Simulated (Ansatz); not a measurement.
**A Na vacancy and a F vacancy, 6.95 Å apart on the ideal sites in rocksalt NaF, 62 atoms, charge 0**

All numbers come from Ansatz (PAW, plane waves, no spin–orbit coupling) at the single k point (¼, ¼, ¼) without its symmetry partners. The atoms were relaxed with PBEsol in a fixed cell; other functionals are single points on those atoms unless said otherwise. The valence top and gap of the host come from its small cell on a dense mesh, with the band extrema sought between the mesh points, lined up by the mean potential, PBEsol gap 6.20 eV, HSE06 gap 8.50 eV.

Relaxed structure:

```xyz
62
Lattice="9.2600 0.0000 0.0000 0.0000 9.2600 0.0000 0.0000 0.0000 9.2600" Properties=species:S:1:pos:R:3 pbc="T T T"
F     2.2865    0.0028    4.6257
F     2.2866    4.6327    9.2558
F     2.1680    4.6325    4.6259
F     6.9482    0.0025    9.2558
F     6.9640    0.0025    4.6258
F     6.9640    4.6326    9.2560
F     7.0857    4.6326    4.6258
F     0.0578    2.2514    9.2558
F     0.0131    2.2833    4.6258
F     0.0576    7.0140    9.2559
F     0.0131    6.9819    4.6259
F     4.5731    2.2428    9.2559
F     4.6131    2.1616    4.6260
F     4.5729    7.0224    9.2559
F     4.6129    7.1037    4.6260
F     0.0576    0.0025    2.2444
F     0.0578    0.0027    7.0072
F     0.0131    4.6326    2.2765
F     0.0131    4.6327    6.9752
F     4.5730    0.0025    2.2361
F     4.5731    0.0026    7.0157
F     4.6129    4.6325    2.1548
F     4.6132    4.6326    7.0969
F     2.3083    2.2554    2.2486
F     2.3084    2.2555    7.0030
F     2.3081    7.0096    2.2489
F     2.3083    7.0098    7.0031
F     6.9478    2.2981    2.2915
F     6.9479    2.2982    6.9602
F     6.9475    6.9669    2.2915
F     6.9477    6.9670    6.9602
Na    9.0913    0.0028    9.2557
Na    9.2384    0.0026    4.6259
Na    9.2384    4.6326    9.2558
Na    9.2525    4.6326    4.6260
Na    4.7968    0.0026    9.2560
Na    4.6514    0.0027    4.6255
Na    4.6513    4.6329    9.2559
Na    2.3283    2.4971    9.2559
Na    2.3690    2.3930    4.6259
Na    2.3280    6.7683    9.2559
Na    2.3688    6.8721    4.6259
Na    6.9269    2.3512    9.2559
Na    6.8809    2.3857    4.6259
Na    6.9269    6.9140    9.2558
Na    6.8806    6.8795    4.6259
Na    2.3279    0.0025    2.4901
Na    2.3283    0.0026    6.7613
Na    2.3687    4.6326    2.3864
Na    2.3690    4.6327    6.8654
Na    6.9270    0.0026    2.3444
Na    6.9268    0.0026    6.9071
Na    6.8808    4.6325    2.3789
Na    6.8808    4.6326    6.8728
Na    9.2533    2.3364    2.3296
Na    9.2534    2.3365    6.9220
Na    9.2531    6.9287    2.3297
Na    9.2532    6.9289    6.9220
Na    4.6313    2.3811    2.3744
Na    4.6314    2.3811    6.8774
Na    4.6311    6.8840    2.3744
Na    4.6312    6.8841    6.8774
```

Chemical potentials μ are those of reference phases of the elements at zero temperature by the same functional (the usual solids, diamond for C, grey Sn, and the molecules H2, N2, O2, F2, Cl2, Br2 and S8).

| functional | E(defect) − E(host) − Σ nμ + q·E_VBM (eV) | monopole (eV) | alignment (eV) | formation energy at E_F = VBM (eV) | moment (μB) | wall time, shared host |
| --- | --- | --- | --- | --- | --- | --- |
| PBEsol | 7.46 | 0.00 | 0.00 | 7.46 | 0 (no spin) | 29 s on 7 threads of Neoverse-V2 (relaxation) |
| HSE06 | 7.71 | 0.00 | 0.00 | 7.71 | 0 (no spin) | 3.8 min on 7 threads of Neoverse-V2 |

HSE06 one-electron levels near the gap (the ten most localised at most), from the host's valence top:

| level (eV) | spin | filling | atoms sharing it | element of the atom with most weight |
| --- | --- | --- | --- | --- |
| -0.15 | both | 2.00 | 8.3 | F |
| -0.11 | both | 2.00 | 8.9 | F |
| -0.08 | both | 2.00 | 6.5 | F |
| -0.06 | both | 2.00 | 5.6 | F |
| -0.05 | both | 2.00 | 5.5 | F |
| 0.03 | both | 2.00 | 7.6 | F |
| 0.05 | both | 2.00 | 7.7 | F |
| 0.07 | both | 2.00 | 6.7 | F |
| 0.15 | both | 2.00 | 6.0 | F |
| 0.17 | both | 2.00 | 4.0 | F |

All elements are taken at their own reference at once; growth conditions in equilibrium with the host shift these energies, by up to the host's formation enthalpy.

One k point and a cell of this size can leave errors of several tenths of an eV in such numbers.
